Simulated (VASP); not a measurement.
Runs of VASP 6.6.1 on Ti. The structure is hexagonal, space group P6/mmm (No. 191). The conventional cell has a = 4.567 Å, b = 4.567 Å, c = 2.826 Å, α = 90.00°, β = 90.00°, γ = 120.00°. Ti (site symmetry 6/mmm) has 14 Ti at 2.83 to 2.99 Å as nearest neighbours. Ti (site symmetry -6m2) is surrounded by 11 Ti at 2.64 to 2.99 Å. This isn't the form of Ti at room conditions, which is hcp.

```csv
task,level,potentials or basis,cell,k mesh,cutoff (eV),mesh quality,gap on the mesh (eV),pressure (GPa),relaxed volume (Å³/atom)
relaxation of cell and atoms,LDA,"VASP PAW LDA potentials, release 64 (Ti_sv)",relaxed,12 × 12 × 14,600,not flagged,none,0.0,15.83
relaxation of cell and atoms,PBE+D3(BJ),"VASP PAW PBE potentials, release 64 (Ti_sv)",relaxed,12 × 12 × 14,600,not flagged,none,0.0,16.20
relaxation of cell and atoms,PBE,"VASP PAW PBE potentials, release 64 (Ti_sv)",relaxed,12 × 12 × 14,600,not flagged,none,0.0,17.11
relaxation of cell and atoms,PBEsol,"VASP PAW PBE potentials, release 64 (Ti)",relaxed,12 × 12 × 14,580,not flagged,none,0.0,(a)
single point,PBEsol,"VASP PAW PBE potentials, release 64 (Ti_sv)",as given,12 × 12 × 14,520,not flagged,none,-3.9,-
relaxation of cell and atoms,RPBE,"VASP PAW PBE potentials, release 64 (Ti_sv)",relaxed,12 × 12 × 14,600,not flagged,none,0.0,(b)
relaxation of cell and atoms,PBEsol,"VASP PAW PBE potentials, release 64 (Ti_sv)",relaxed,6 × 6 × 6,600,coarse,none,0.0,16.46
relaxation of cell and atoms,PBEsol,"VASP PAW PBE potentials, release 64 (Ti_sv)",relaxed,12 × 12 × 14,600,not flagged,none,0.0,16.44
```

Alike in all rows: no spin polarisation; smearing gaussian 0.1 eV.

Estimate the missing entries.

(a) 16.26; (b) 17.62.

Caveats: some runs use coarse meshes; the PAW data sets were made with another functional, which shifts forces and pressure a little (some runs); pairwise dispersion overbinds metals, which lowers pressure and volume (some runs).

A gap of «none» marks a metal or a gap under the smearing width.

The runs don't all hold the same shells in valence.
